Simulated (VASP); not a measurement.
**VASP inputs for AlN (rocksalt)**

INCAR

```
LELF = .TRUE.
ENCUT = 520
NELM = 120
NBANDS = 11
IBRION = -1
ISIF = 2
LREAL = .FALSE.
EDIFF = 1E-7
LCHARG = .TRUE.
SIGMA = 0.02
LWAVE = .FALSE.
LASPH = .TRUE.
ISMEAR = -1
PREC = Accurate
GGA = PE
NSW = 0
```

KPOINTS

```
KPOINTS created by Atomic Simulation Environment
0
Gamma
10 10 10
0 0 0
```

KPOINTS_OPT

```
special points
7
Reciprocal
0.0000000000 0.0000000000 0.0000000000 1
0.5000000000 0.0000000000 0.5000000000 1
0.6250000000 0.2500000000 0.6250000000 1
0.3750000000 0.3750000000 0.7500000000 1
0.5000000000 0.5000000000 0.5000000000 1
0.5000000000 0.2500000000 0.7500000000 1
0.0000000000 0.5000000000 0.5000000000 1
```

POSCAR

```
Al N
 1.0000000000000000
     0.0000000000000000    2.0188684454136765    2.0188684454136765
     2.0188684454136765    0.0000000000000000    2.0188684454136765
     2.0188684454136765    2.0188684454136765    0.0000000000000000
 Al  N
   1   1
Cartesian
 -0.0000000000000000 -0.0000000000000000  0.0000000000000000
  2.0188684454136760  2.0188684454136760  2.0188684454136760
```

VASP ran with the recommended PBE PAW datasets (8 valence electrons in the cell).

Task: What does this run give?

Result: gap between bands v and c 4.65 eV; least direct gap 5.74 eV; pressure 6.1 GPa.

Band v is the last that the valence electrons fill when counted band by band, and c is the next. Levels in eV from the top of v:

```json
{"point": "Γ", "v−1": "0.00", "v": "0.00", "c": "5.74", "c+1": "12.18"}
{"point": "X", "v−1": "-2.81", "v": "-2.81", "c": "4.65", "c+1": "5.30"}
{"point": "K", "v−1": "-5.47", "v": "-2.31", "c": "5.89", "c+1": "9.29"}
{"point": "L", "v−1": "-1.08", "v": "-1.08", "c": "6.16", "c+1": "11.03"}
{"point": "W", "v−1": "-5.72", "v": "-3.92", "c": "8.14", "c+1": "10.74"}
```
